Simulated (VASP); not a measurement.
Runs of VASP 6.6.1 on InP. Symmetry: Fm-3m, No. 225, cubic system. The conventional cell has a = 5.456 Å, b = 5.456 Å, c = 5.456 Å, α = 90.00°, β = 90.00°, γ = 90.00°. Around In (site symmetry m-3m) lie 6 P at 2.73 Å. Around P (site symmetry m-3m) lie 6 In at 2.73 Å. Measurements of this composition are mostly on another form, of space group No. 216.

```tsv
task	cell	k mesh	cutoff (eV)	gap on the mesh (eV)	pressure (GPa)	relaxed volume (Å³/atom)
relaxation of cell and atoms	relaxed	14 × 14 × 14	600	none	0.0	20.36
relaxation of cell and atoms	relaxed	12 × 12 × 12	600	none	0.0	(a)
single point	Fm-3m, 20.31 Å³/atom	12 × 12 × 12	520	none	0.0	-
single point	Fm-3m, 20.34 Å³/atom	14 × 14 × 14	520	none	0.0	-
```

Alike in all rows: level PBEsol; potentials or basis VASP PAW PBE potentials, release 64 (In_d, P); no spin polarisation; smearing gaussian 0.1 eV.

Q: Estimate the missing entries.

A: (a) 20.32.

Caveats: the PAW data sets were made with another functional, which shifts forces and pressure a little; the volume moved by -13 % from the deposited cell, more than functionals usually miss (some runs).

A k mesh can miss the band edges, and the runs leave out spin-orbit coupling on In.

A gap of «none» marks a metal or a gap under the smearing width.
